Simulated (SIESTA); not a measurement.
Cu2O (Cuprite):

```
Cu O
1.0
     4.26000    0.00000    0.00000
     0.00000    4.26000    0.00000
     0.00000    0.00000    4.26000
Cu O
4 2
Direct
  0.75000 0.25000 0.75000
  0.75000 0.75000 0.25000
  0.25000 0.75000 0.75000
  0.25000 0.25000 0.25000
  0.50000 0.50000 0.50000
  0.00000 0.00000 0.00000
```

Base run:

- Program: SIESTA 5.4.2
- Functional: BLYP
- Potentials or basis: PseudoDojo 0.4 standard (PBE files)
- Basis: DZP (energy shift 0.002 Ry)
- Grid cutoff: 800 Ry
- Energy shift: 0.002 Ry
- k mesh: 6 × 6 × 6
- Occupations: fermi-dirac, width 0.05 eV
- Spin: no spin polarisation

Its results: band gap on the k mesh 0.60 eV, direct; pressure 9.1 GPa.

Question: After a change of settings the same cell gave: band gap on the k mesh 0.46 eV, direct; pressure -2.0 GPa. Which change was it?
A. functional from BLYP to PW86PBE
B. functional from BLYP to vdW-DF-cx
C. functional from BLYP to vdW-DF
D. functional from BLYP to WC; potentials or basis from PseudoDojo 0.4 standard (PBE files) to PseudoDojo 0.4 standard (PBEsol files)

Answer: D.

Caveats: semicore shells carry a single zeta, which can move pressures by several GPa and volumes by a few percent; the potentials were made for another functional, which shifts forces and pressure; the basis of atomic orbitals isn't converged, which shifts pressures, moduli and gaps.

Runs at the PBE level aren't shown here.
